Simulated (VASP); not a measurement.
# Si (Fd-3m) in VASP: settings compared, part 2 of 2

VASP 6.6.1. Earlier steps stand in the parts before.

**4. Relaxation of cell and atoms, rev-vdW-DF2**

The input, INCAR:

```
SYSTEM = Si
PREC = Accurate
ENCUT = 600
EDIFF = 1E-6
ISMEAR = -1
SIGMA = 0.05
LREAL = .FALSE.
LASPH = .TRUE.
NELM = 80
ALGO = Fast
ISIF = 3
LWAVE = .FALSE.
LCHARG = .FALSE.
GGA = MK
LUSE_VDW = .TRUE.
AGGAC = 0.0
PARAM1 = 0.1234
PARAM2 = 0.711357
ZAB_VDW = -1.8867
IBRION = 2
NSW = 40
EDIFFG = -0.005
```

The input, KPOINTS:

```
regular mesh
0
G
  8 8 8
  0 0 0
```

The input, POSCAR:

```
Si
1.0
    0.0000000000      2.7218511865      2.7218511865
    2.7218511865      0.0000000000      2.7218511865
    2.7218511865      2.7218511865      0.0000000000
Si
2
Direct
    0.5000000000      0.5000000000      0.5000000000
    0.7500000000      0.7500000000      0.7500000000
```

Potentials or basis: VASP PAW PBE potentials, release 64 (Si).

Started as:

```sh
$ cat potpaw_PBE.64/Si/POTCAR > POTCAR
$ mpirun -np 1 vasp_std > vasp.out
```

OUTCAR:

```text
SYSTEM = Si
   PREC = Accurate
   ENCUT = 600
   EDIFF = 1E-6
   ISMEAR = -1
   LREAL = .FALSE.
   LASPH = .TRUE.
   NELM = 80
   ISIF = 3
   GGA = MK
   IBRION = 2
   NSW = 40
   EDIFFG = -0.005

 ion  position               nearest neighbor table
   1  0.500  0.500  0.500-   2 2.36   2 2.36   2 2.36   2 2.36
   2  0.750  0.750  0.750-   1 2.36   1 2.36   1 2.36   1 2.36

  LATTYP: Found a face centered cubic cell.
 ALAT       =     5.4437023730

  Lattice vectors:

 A1 = (   0.0000000000,   2.7218511865,   2.7218511865)
 A2 = (   2.7218511865,   0.0000000000,   2.7218511865)
 A3 = (   2.7218511865,   2.7218511865,   0.0000000000)

Analysis of symmetry for initial positions (statically):
=====================================================================
 Subroutine PRICEL returns:
[... 264 lines left out ...]
 E-fermi :   5.9464     XC(G=0):  -9.3864

 val. band max:        5.6457497693   @ k =   0.0000   0.0000   0.0000
 cond. band min:       6.2874955875   @ k =   0.3750   0.3750   0.0000
 fundamental gap:      0.6417458183
 Fermi energy:         5.9464031197

 k-point     1 :       0.0000    0.0000    0.0000
  band No.  band energies     occupation
      1      -6.1990      2.00000
      2       5.6457      1.99512
      3       5.6457      1.99512
      4       5.6457      1.99512
      5       8.2350      0.00000
      6       8.2350      0.00000
      7       8.2350      0.00000
      8       8.8587      0.00000
[... 243 lines left out ...]
 k-point    24 :      -0.3750    0.2500    0.1250
  band No.  band energies     occupation
      1      -3.3683      2.00000
      2      -1.0749      2.00000
      3       2.2456      2.00000
      4       3.5279      2.00000
      5       8.6969      0.00000
      6       8.7943      0.00000
      7      11.5330      0.00000
      8      12.7325      0.00000

 [... further k-points ...]

------------------------ aborting loop because EDIFF is reached ----------------------------------------

  FORCE on cell =-STRESS in cart. coord.  units (eV):
  Direction    XX          YY          ZZ          XY          YZ          ZX
  --------------------------------------------------------------------------------------
  -------------------------------------------------------------------------------------
  Total        0.0000126      0.0000126      0.0000126     -0.0000000     -0.0000000      0.0000000
  in kB        0.0004967      0.0004967      0.0004967     -0.0000000     -0.0000000      0.0000000
  external PRESSURE =       0.0004967 kB  Pullay stress =       0.0000000 kB
[... 21 lines left out ...]
  energy  without entropy=       -8.8245665172  energy(sigma->0) =       -8.82457782

Total vdW correction in eV:      1.1341714

 reached required accuracy - stopping structural energy minimisation
```

OSZICAR:

```text
N       E                     dE             d eps       ncg     rms          rms(c)
DAV:   1     0.136451762299E+02    0.13645E+02   -0.37163E+03   464   0.912E+02
DAV:   2    -0.868411671917E+01   -0.22329E+02   -0.21733E+02   744   0.918E+01
DAV:   3    -0.897763726458E+01   -0.29352E+00   -0.29352E+00   584   0.136E+01
DAV:   4    -0.897899918185E+01   -0.13619E-02   -0.13619E-02   768   0.105E+00
[... 18 lines left out ...]
       N       E                     dE             d eps       ncg     rms          rms(c)
DAV:   1    -0.882469935796E+01   -0.33466E-03   -0.43130E-03   632   0.376E-01    0.605E-02
RMM:   2    -0.882462405213E+01    0.75306E-04   -0.43577E-05   464   0.538E-02    0.355E-02
RMM:   3    -0.882458834455E+01    0.35708E-04   -0.55943E-05   464   0.481E-02    0.530E-03
RMM:   4    -0.882458912305E+01   -0.77850E-06   -0.47613E-06   464   0.198E-02
   3 F= -.88245891E+01 E0= -.88245778E+01  d E =-.502968E-03
```

CONTCAR:

```text
Si
   1.00000000000000
    -0.0000000000000000    2.7278469142162329    2.7278469142162329
     2.7278469142162329   -0.0000000000000000    2.7278469142162329
     2.7278469142162329    2.7278469142162329   -0.0000000000000000
  Si
     2
Direct
     0.5000000000000000    0.5000000000000000    0.5000000000000000
     0.7500000000000000    0.7500000000000000    0.7500000000000000

  0.00000000E+00  0.00000000E+00  0.00000000E+00
  0.00000000E+00  0.00000000E+00  0.00000000E+00
```

Wall time 2.4 min (1 thread of Intel Xeon Platinum 8259CL at 2.50GHz (Skylake/Cascade Lake), shared host); peak memory 0.38 GiB.

What came out:

* Free energy: -8.8246 eV
* Relaxed volume: 20.30 Å³/atom
* Relaxed cell: a = 3.858 Å, b = 3.858 Å, c = 3.858 Å, α = 60.00°, β = 60.00°, γ = 60.00°
* Space group after relaxing (to 0.05 Å): Fd-3m (No. 227)
* Energy gained by relaxing: 0.3 meV/atom
* Ionic steps: 3
* Pressure after relaxing: 0.0 GPa
* Band gap on the k mesh: 0.64 eV, indirect (least direct gap 2.59 eV)

Step by step:
| step | energy change (eV) | largest force (eV/Å) | pressure (GPa) | volume (Å³) |
| --- | --- | --- | --- | --- |
| 1 | 0.0000 | 0.0000 | 0.61 | 40.33 |
| 2 | -0.0003 | 0.0000 | -0.40 | 40.78 |
| 3 | -0.0005 | 0.0000 | 0.00 | 40.60 |

Final structure:
```
Si
1.0
     0.00000    2.72785    2.72785
     2.72785    0.00000    2.72785
     2.72785    2.72785    0.00000
Si
2
Direct
  0.50000 0.50000 0.50000
  0.75000 0.75000 0.75000
```

Levels at points of the mesh, in eV from the valence-band top:
```csv
k point,band 1,band 2,band 3,band 4,band 5,band 6,band 7,band 8
"(0.00, 0.00, 0.00)",-11.84,0.00,0.00,0.00,2.59,2.59,2.59,3.21
"(0.50, 0.00, 0.00)",-9.55,-6.89,-1.18,-1.18,1.50,3.38,3.38,7.67
"(0.50, 0.50, 0.00)",-7.75,-7.75,-2.80,-2.80,0.74,0.74,10.01,10.01
```

Caveat: the PAW data sets were made with another functional, which shifts forces and pressure a little. A k mesh can miss the band edges.

**5. Single point, PBE0**

POSCAR is that of step 4.

The input, INCAR.step1:

```
SYSTEM = Si
ALGO = Normal
EDIFF = 1E-5
ENCUT = 400
GGA = PE
ISIF = 2
ISMEAR = 0
LASPH = .TRUE.
LCHARG = .FALSE.
LREAL = .FALSE.
LWAVE = .TRUE.
NBANDS = 12
NELM = 100
NKRED = 1
PREC = Accurate
SIGMA = 0.01
```

The input, INCAR.step2:

```
SYSTEM = Si
AEXX = 0.25
ALGO = Normal
EDIFF = 1E-6
ENCUT = 400
GGA = PE
ISIF = 2
ISMEAR = 0
ISTART = 1
LASPH = .TRUE.
LCHARG = .FALSE.
LHFCALC = .TRUE.
LREAL = .FALSE.
LWAVE = .FALSE.
NBANDS = 12
NELM = 100
NKRED = 1
PREC = Accurate
PRECFOCK = Medium
SIGMA = 0.01
```

The input, KPOINTS:

```
k-points
0
G
  4 4 4
  0 0 0
```

Potentials or basis: VASP PAW PBE potentials, release 64 (Si).

Started as:

```sh
$ cat potpaw_PBE.64/Si/POTCAR > POTCAR
$ cp INCAR.step1 INCAR
$ mpirun -np 1 vasp_std > vasp.out
$ cp INCAR.step2 INCAR
$ mpirun -np 1 vasp_std > vasp.out
```

OUTCAR:

```text
SYSTEM = Si
   AEXX = 0.25
   EDIFF = 1E-6
   ENCUT = 400
   GGA = PE
   ISIF = 2
   ISMEAR = 0
   ISTART = 1
   LASPH = .TRUE.
   LHFCALC = .TRUE.
   LREAL = .FALSE.
   NELM = 100
   NKRED = 1
   PREC = Accurate
   PRECFOCK = Medium

 Found      8 irreducible k-points:

 Following reciprocal coordinates:
            Coordinates               Weight
  0.000000  0.000000  0.000000      1.000000
  0.250000  0.000000  0.000000      8.000000
  0.500000  0.000000  0.000000      4.000000
  0.250000  0.250000  0.000000      6.000000
  0.500000  0.250000  0.000000     24.000000
[... 176 lines left out ...]

  FORCE on cell =-STRESS in cart. coord.  units (eV):
  Direction    XX          YY          ZZ          XY          YZ          ZX
  --------------------------------------------------------------------------------------
  -------------------------------------------------------------------------------------
  Total       -0.0516660     -0.0516660     -0.0516660      0.0000000      0.0000000     -0.0000000
  in kB       -2.0525436     -2.0525436     -2.0525436      0.0000000      0.0000000     -0.0000000
  external PRESSURE =      -2.0525436 kB  Pullay stress =       0.0000000 kB

 VOLUME and BASIS-vectors are now :
 -----------------------------------------------------------------------------
  energy-cutoff  :      400.00
  volume of cell :       40.33
      direct lattice vectors                 reciprocal lattice vectors
     0.000000000  2.721851186  2.721851186    -0.183698507  0.183698507  0.183698507
     2.721851186  0.000000000  2.721851186     0.183698507 -0.183698507  0.183698507
     2.721851186  2.721851186  0.000000000     0.183698507  0.183698507 -0.183698507

 POSITION                                       TOTAL-FORCE (eV/Angst)
 -----------------------------------------------------------------------------------
      2.72185      2.72185      2.72185        -0.000000     -0.000000     -0.000000
      4.08278      4.08278      4.08278         0.000000      0.000000      0.000000
 -----------------------------------------------------------------------------------
    total drift:                                0.000000      0.000000      0.000000

  FREE ENERGIE OF THE ION-ELECTRON SYSTEM (eV)
  ---------------------------------------------------
  free  energy   TOTEN  =       -13.4481224220 eV

  energy  without entropy=      -13.4481224220  energy(sigma->0) =      -13.44812242
```

OUTCAR.step1:

```text
SYSTEM = Si
   EDIFF = 1E-5
   ENCUT = 400
   GGA = PE
   ISIF = 2
   ISMEAR = 0
[... 204 lines left out ...]
      2.72185      2.72185      2.72185        -0.000000     -0.000000     -0.000000
      4.08278      4.08278      4.08278         0.000000      0.000000      0.000000
 -----------------------------------------------------------------------------------
    total drift:                                0.000000      0.000000     -0.000000

  FREE ENERGIE OF THE ION-ELECTRON SYSTEM (eV)
  ---------------------------------------------------
  free  energy   TOTEN  =       -10.6607192997 eV

  energy  without entropy=      -10.6607192997  energy(sigma->0) =      -10.66071930
```

OSZICAR.step1:

```text
N       E                     dE             d eps       ncg     rms          rms(c)
DAV:   1     0.520500744152E+01    0.52050E+01   -0.29930E+03   200   0.450E+02
DAV:   2    -0.104124517223E+02   -0.15617E+02   -0.15185E+02   248   0.765E+01
DAV:   3    -0.108556841548E+02   -0.44323E+00   -0.44232E+00   252   0.106E+01
DAV:   4    -0.108589078204E+02   -0.32237E-02   -0.32234E-02   240   0.117E+00
DAV:   5    -0.108589421497E+02   -0.34329E-04   -0.34328E-04   244   0.109E-01    0.492E+00
DAV:   6    -0.107213586156E+02    0.13758E+00   -0.72262E-02   212   0.105E+00    0.301E+00
DAV:   7    -0.106586373255E+02    0.62721E-01   -0.14401E-01   220   0.159E+00    0.192E-01
DAV:   8    -0.106604247844E+02   -0.17875E-02   -0.67035E-03   216   0.407E-01    0.862E-02
DAV:   9    -0.106606825357E+02   -0.25775E-03   -0.22119E-04   224   0.831E-02    0.617E-02
DAV:  10    -0.106607183260E+02   -0.35790E-04   -0.30981E-05   220   0.292E-02    0.686E-03
DAV:  11    -0.106607192997E+02   -0.97373E-06   -0.29257E-06   172   0.801E-03
   1 F= -.10660719E+02 E0= -.10660719E+02  d E =-.352619E-31
```

Run time: 2 min. Hardware: 1 thread of Intel Xeon Platinum 8488C (Sapphire Rapids), shared host; peak memory 0.14 GiB.

The run converged, but some of its settings lie outside the range that counts as converged, so its numbers aren't taken as properties of the crystal.

What came out:

```
Free energy            : -13.4481 eV
Pressure               : -0.2 GPa
Band gap on the k mesh : 2.07 eV, indirect (least direct gap 4.09 eV)
```

Caveat: the k mesh is coarse (spacing up to 0.50 Å⁻¹), so the values aren't converged, least of all with exact exchange; the PAW data sets were made with another functional, which shifts forces and pressure a little.

**6. The reference run**

An earlier run on the cell as given: functional PBE; potentials or basis VASP PAW PBE potentials, release 64 (Si); cutoff 520 eV; k mesh 8 × 8 × 8; occupations fermi-dirac, width 0.05 eV; no spin polarisation.

* Pressure: 1.3 GPa
* Band gap on the k mesh: 0.63 eV, indirect (least direct gap 2.56 eV)

**7. The runs side by side**

```tsv
task	level	cell	cutoff (eV)	gap on the mesh (eV)	pressure (GPa)	relaxed volume (Å³/atom)
relaxation of cell and atoms	optB88-vdW	relaxed	600	0.75	0.0	20.45
relaxation of cell and atoms	vdW-DF-cx	relaxed	600	0.60	0.0	20.20
relaxation of cell and atoms	rev-vdW-DF2	relaxed	600	0.64	0.0	20.30
single point	PBE	as given	520	0.63	1.3	-
```

Alike in all rows: potentials or basis VASP PAW PBE potentials, release 64 (Si); no spin polarisation; k mesh 8 × 8 × 8; smearing fermi-dirac 0.05 eV.

Caveats: the PAW data sets were made with another functional, which shifts forces and pressure a little (some runs).

Total energies depend on the potentials used, so only differences within one code and one set of settings carry meaning.
